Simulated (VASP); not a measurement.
# ScAl (Pm-3m) in VASP: a series of runs

The runs below take ScAl through single point, with PBEsol.

Everything below comes from runs of VASP 6.6.1. Logs are shortened: lines on timing, memory, paths and dates and some standing lists are left out, and cuts for length are marked.

## (1) Starting point

Symmetry: Pm-3m, No. 221, cubic system. The conventional cell has a = 3.370 Å, b = 3.370 Å, c = 3.370 Å, α = 90.00°, β = 90.00°, γ = 90.00°. Sc (site symmetry m-3m) has 8 Al at 2.92 Å as nearest neighbours. Al (site symmetry m-3m) has 8 Sc at 2.92 Å as nearest neighbours.

The cell comes from a database or a generator and needn't be the stable form of this composition.

## (2) Single point, PBEsol

File INCAR:

```
SYSTEM = ScAl
PREC     = Accurate       ! precision mode
ENCUT    = 450            ! plane-wave cutoff, eV
EDIFF    = 1E-4           ! SCF threshold, eV
ISMEAR   = 1              ! smearing method
SIGMA    = 0.2            ! smearing width, eV
LREAL    = .False.        ! projectors in reciprocal space
LASPH    = .True.         ! aspherical terms in the spheres
NELM     = 100            ! most SCF steps
ALGO     = Normal         ! electronic algorithm
ISIF     = 2              ! what is computed and relaxed
LWAVE    = .False.        ! write WAVECAR
LCHARG   = .False.        ! write CHGCAR
GGA      = PS             ! functional
ADDGRID  = .False.
```

File KPOINTS:

```
Automatic mesh
0
Gamma
  7 7 7
  0 0 0
```

File POSCAR:

```
ScAl
1.0
    3.3703489700      0.0000000000      0.0000000000
    0.0000000000      3.3703489700      0.0000000000
    0.0000000000      0.0000000000      3.3703489700
Sc Al
1 1
Direct
    0.5000000000      0.5000000000      0.5000000000
    0.0000000000      0.0000000000      0.0000000000
```

Potentials or basis: VASP PAW PBE potentials, release 64 (Sc_sv, Al).

Launch:

```sh
cat potpaw_PBE.64/Sc_sv/POTCAR potpaw_PBE.64/Al/POTCAR > POTCAR
mpirun -np 1 vasp_std > vasp.out
```

OUTCAR:

```text
SYSTEM = ScAl
   PREC = Accurate
   ENCUT = 450
   EDIFF = 1E-4
   ISMEAR = 1
   LREAL = .False.
   LASPH = .True.
   NELM = 100
   ISIF = 2
   GGA = PS

 Found     20 irreducible k-points:

 Following reciprocal coordinates:
            Coordinates               Weight
  0.000000  0.000000  0.000000      1.000000
  0.142857  0.000000  0.000000      6.000000
  0.285714  0.000000  0.000000      6.000000
  0.428571  0.000000  0.000000      6.000000
  0.142857  0.142857  0.000000     12.000000
  0.285714  0.142857  0.000000     24.000000
   k-points           NKPTS =     20   k-points in BZ     NKDIM =     20   number of bands    NBANDS=     11
   number of dos      NEDOS =    301   number of ions     NIONS =      2
   total plane-waves  NPLWV =  13824
   dimension x,y,z NGX =    24 NGY =   24 NGZ =   24
   dimension x,y,z NGXF=    48 NGYF=   48 NGZF=   48
   ions per type =               1   1
   NGX,Y,Z   is equivalent  to a cutoff of  11.84, 11.84, 11.84 a.u.
   NGXF,Y,Z  is equivalent  to a cutoff of  23.68, 23.68, 23.68 a.u.
 SYSTEM =  ScAl
   PREC   = accura    normal or accurate (medium, high low for compatibility)
   ISTART =      0    job   : 0-new  1-cont  2-samecut
   ICHARG =      2    charge: 1-file 2-atom 10-const
   ISPIN  =      1    spin polarized calculation?
   LNONCOLLINEAR =      F non collinear calculations
   LSORBIT =      F    spin-orbit coupling
   LASPH  =      T    aspherical Exc in radial PAW
   ENCUT  =  450.0 eV  33.07 Ry    5.75 a.u.   5.83  5.83  5.83*2*pi/ulx,y,z
   NELM   =    100;   NELMIN=  2; NELMDL= -5     # of ELM steps
   EDIFF  = 0.1E-03   stopping-criterion for ELM
   LREAL  =      F    real-space projection
   EDIFFG = 0.1E-02   stopping-criterion for IOM
   NSW    =      0    number of steps for IOM
   IBRION =     -1    ionic relax: 0-MD 1-quasi-New 2-CG
   NFREE  =      0    steps in history (QN), initial steepest desc. (CG)
   ISIF   =      2    stress and relaxation
   ISYM   =      2    0-nonsym 1-usesym 2-fastsym
   POTIM  = 0.5000    time-step for ionic-motion
   TEBEG  =    0.0;   TEEND  =   0.0 temperature during run
   PSTRESS=    0.0 pullay stress
   NELECT =      14.0000    total number of electrons
   NUPDOWN=      -1.0000    fix difference up-down
   EMIN   =  10.00;   EMAX   =-10.00  energy-range for DOS
   EFERMI =   0.00;   METHOD = LEGACY
   ISMEAR =     1;   SIGMA  =   0.20  broadening in eV -4-tet -1-fermi 0-gaus
   EFERMI_NEDOS =   21; number of points for ismear=-14 and -15
   IALGO  =     38    algorithm
   IMIX   =      4    mixing-type and parameters
     AMIX     =   0.40;   BMIX     =  1.00
     AMIX_MAG =   1.60;   BMIX_MAG =  1.00
  volume/ion in A,a.u.               =      19.14       129.18
  Fermi-wavevector in a.u.,A,eV,Ry     =   1.170692  2.212287 18.647052  1.370520
  Thomas-Fermi vector in A             =   2.307147
   LORBIT       =      0    0 simple, 1 ext, 2 COOP (PROOUT), +10 PAW based schemes
   GGA     = PS    functional components
   LHFCALC =     F    Hartree Fock is set to
   AEXX    =    0.0000 exact exchange contribution
   IVDW    =     0    specifies the selected vdW correction
   LEPSILON=     F    determine dielectric tensor
   LRPA    =     F    only Hartree local field effects (RPA)
 non-spin polarized calculation
 Methfessel and Paxton  Order N= 1 SIGMA  =   0.20
  energy-cutoff  :      450.00
  volume of cell :       38.28
 maximum number of plane-waves:       858
 NGX is ok and might be reduce to    24
   NGX = 11   NGY = 11   NGZ = 11

 number of electron      13.9999999 magnetization

 Free energy of the ion-electron system (eV)
  ---------------------------------------------------
  ext. energy  EPLUGINS =         0.00000000
  ---------------------------------------------------
  free energy    TOTEN  =       -11.61012299 eV

  energy without entropy =      -11.60800883  energy(sigma->0) =      -11.60941827

 E-fermi :   5.9270     XC(G=0): -10.4077

 val. band max:        5.9125336249   @ k =   0.4286   0.4286   0.1429
 cond. band min:       6.0115742933   @ k =   0.4286   0.1429   0.0000
 fundamental gap:      0.0990406683
 Fermi energy:         5.9270226051

 k-point     1 :       0.0000    0.0000    0.0000
  band No.  band energies     occupation
      1     -43.2460      2.00000
      2     -21.9224      2.00000
      3     -21.9224      2.00000
      4     -21.9224      2.00000
      5      -2.4913      2.00000
      6       5.3009      2.00009
      7       5.3009      2.00009
      8       8.6867     -0.00000
      9       8.6867     -0.00000
     10       8.6867     -0.00000
     11       9.7032     -0.00000

 k-point     2 :       0.1429    0.0000    0.0000
  band No.  band energies     occupation
      1     -43.2433      2.00000
      2     -21.9572      2.00000
      3     -21.9193      2.00000
      4     -21.9193      2.00000
      5      -2.2007      2.00000
      6       4.9624      2.00000
      7       5.4461      2.00351
      8       7.9914     -0.00000
      9       7.9914     -0.00000
     10       8.7286     -0.00000
     11       9.1043     -0.00000

 k-point     3 :       0.2857    0.0000    0.0000
  band No.  band energies     occupation
      1     -43.2370      2.00000
      2     -22.0346      2.00000
      3     -21.9124      2.00000
      4     -21.9124      2.00000
      5      -1.3645      2.00000
      6       3.6467      2.00000
      7       5.8171      1.79227
      8       7.2262     -0.00000
      9       7.2262     -0.00000
     10       8.8253     -0.00000
     11       9.0651     -0.00000

 k-point     4 :       0.4286    0.0000    0.0000
  band No.  band energies     occupation
      1     -43.2319      2.00000
      2     -22.0957      2.00000
      3     -21.9068      2.00000
      4     -21.9068      2.00000
      5      -0.1255      2.00000
      6       1.9113      2.00000
      7       6.1794     -0.07051
      8       6.8056     -0.00000
      9       6.8056     -0.00000
     10       8.9056     -0.00000
     11       9.6651     -0.00000

 k-point     5 :       0.1429    0.1429    0.0000
  band No.  band energies     occupation
      1     -43.2405      2.00000
      2     -21.9557      2.00000
      3     -21.9518      2.00000
      4     -21.9163      2.00000
      5      -1.9187      2.00000
      6       5.0202      2.00000
      7       5.2483      2.00002
      8       7.3357     -0.00000
      9       7.8487     -0.00000
     10       8.4464     -0.00000
     11       9.5984     -0.00000

 k-point     6 :       0.2857    0.1429    0.0000
  band No.  band energies     occupation
      1     -43.2342      2.00000
      2     -22.0303      2.00000
      3     -21.9458      2.00000
      4     -21.9093      2.00000
      5      -1.1108      2.00000
      6       3.8308      2.00000
      7       5.5325      2.01746
      8       6.8747     -0.00000
      9       7.3057     -0.00000
     10       8.4481     -0.00000
     11       9.3362     -0.00000

 [... further k-points ...]

------------------------ aborting loop because EDIFF is reached ----------------------------------------

  FORCE on cell =-STRESS in cart. coord.  units (eV):
  Direction    XX          YY          ZZ          XY          YZ          ZX
  --------------------------------------------------------------------------------------
  -------------------------------------------------------------------------------------
  Total       -0.4125624     -0.4125624     -0.4125624      0.0000000      0.0000000      0.0000000
  in kB      -17.2653582    -17.2653582    -17.2653582      0.0000000      0.0000000      0.0000000
  external PRESSURE =     -17.2653582 kB  Pullay stress =       0.0000000 kB

 VOLUME and BASIS-vectors are now :
 -----------------------------------------------------------------------------
  energy-cutoff  :      450.00
  volume of cell :       38.28
      direct lattice vectors                 reciprocal lattice vectors
     3.370348970  0.000000000  0.000000000     0.296705181  0.000000000  0.000000000
     0.000000000  3.370348970  0.000000000     0.000000000  0.296705181  0.000000000
     0.000000000  0.000000000  3.370348970     0.000000000  0.000000000  0.296705181

 POSITION                                       TOTAL-FORCE (eV/Angst)
 -----------------------------------------------------------------------------------
      1.68517      1.68517      1.68517         0.000000      0.000000      0.000000
      0.00000      0.00000      0.00000         0.000000      0.000000      0.000000
 -----------------------------------------------------------------------------------
    total drift:                                0.000000     -0.000000     -0.000000

  FREE ENERGIE OF THE ION-ELECTRON SYSTEM (eV)
  ---------------------------------------------------
  free  energy   TOTEN  =       -11.6101229935 eV

  energy  without entropy=      -11.6080088267  energy(sigma->0) =      -11.60941827
```

It took 3.2 s on 1 thread of Intel Xeon Platinum 8488C (Sapphire Rapids), shared host; peak memory 0.14 GiB.

The run converged, but some of its settings lie outside the range that counts as converged, so its numbers aren't taken as properties of the crystal.

Results:

```yaml
Free_energy: -11.6101 eV
Pressure: -1.7 GPa
Band_gap_on_the_k_mesh: none (metal or under the smearing width)
```

Caveat: the PAW data sets were made with another functional, which shifts forces and pressure a little.

[end of part 1 of 2]
